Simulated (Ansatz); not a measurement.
Au, a known structure type with other elements, at an estimated volume

```
Au
1.0
    -1.69185    1.69185    1.69185
     1.69185   -1.69185    1.69185
     1.69185    1.69185   -1.69185
Au
1
Direct
  0.00000 0.00000 0.00000
```

Method: PBE, no spin polarisation; PAW, plane waves to 420 eV, 14×14×14 Γ-centred mesh, fermi-dirac occupations (width 0.1 eV) (Ansatz 0.2.0), atoms fixed.

(1) What does the stress say?

(2) What do density and ELF say about some of the short contacts?

(3) Metal or insulator?

Origin: a known structure type with other elements, at an estimated volume, so it need not be a known compound.

Answers

(1) The pressure is -8.0 GPa (compression positive), so with the atoms held at these fractions the cell would first shrink.

(2) Au–Au at 2.93 Å: least valence density 0.26 e/Å³ and ELF 0.21 there. These are pseudo-fields; inside the PAW spheres they differ from the all-electron ones.

(3) It is a metal, with about 0.32 states/eV a cell as the mean within 0.25 eV of the Fermi level.
